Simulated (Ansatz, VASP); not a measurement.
## One calculation of Rh, two programs

The input INCAR:

```
AGGAC = 1.0
AGGAX = 1.0
ALDAC = 0.0
ALDAX = 1.0
ALGO = Normal
EDIFF = 1E-7
ENCUT = 520
GGA = B5
ISIF = 2
ISMEAR = -1
LASPH = True
LCHARG = True
LELF = True
LREAL = False
LVHAR = True
LWAVE = False
NBANDS = 14
NELM = 60
PREC = Accurate
SIGMA = 0.1
```

Contents of KPOINTS:

```
k-points
0
Gamma
  23 23 23
```

The input POSCAR:

```
Rh
1.0
    0.0000000000      2.0015425766      2.0015425766
    2.0015425766      0.0000000000      2.0015425766
    2.0015425766      2.0015425766      0.0000000000
Rh
1
Direct
    0.0000000000      0.0000000000      0.0000000000
```

Input for Ansatz:

```yaml
crystal:
  lattice:
    - [0.0, 2.0015425768, 2.0015425768]
    - [2.0015425768, 0.0, 2.0015425768]
    - [2.0015425768, 2.0015425768, 0.0]
  atoms:
    - { symbol: Rh, position: [0.0, 0.0, 0.0] }
hamiltonian:
  xc: blyp
  pseudopotentials:
    kind: paw
    azcp:
      Rh: "pseudopotentials/Rh.paw.azcp"
basis:
  ecutwfc: 420
  fft_grid_basis: typed
kpoints:
  mp_grid: { grid: [23, 23, 23], shift: [0, 0, 0] }
magnetization:
  spin_polarized: false
scf:
  occupations: { method: fermi_dirac, width: 0.1 }
output:
  stress: true
```

Alike in both runs: task single point; functional BLYP; k mesh 23 × 23 × 23; occupations fermi-dirac, width 0.1 eV; no spin polarisation.

|  | VASP | Ansatz |
| --- | --- | --- |
| version | VASP 6.6.1 | Ansatz 0.2.0 |
| potentials or method | VASP PAW PBE potentials, release 64 (Rh_pv) | plane waves (420 eV) with PAW, scalar-relativistic |
| plane-wave cutoff (eV) | 520 | 420 |
| valence electrons in the cell | 15 | 17 |

Ansatz gave:

| Item | Value |
| --- | --- |
| pressure (GPa) | -13.3 |

Question: What did VASP give for the same quantities?

Answer: Pressure (GPa): -12.9.

The functional is the same, so the differences come from potentials, cutoffs and numerics. The two sets of potentials don't hold the same shells in valence.

Caveats: the PAW data sets were made with another functional, which shifts forces and pressure a little (VASP).
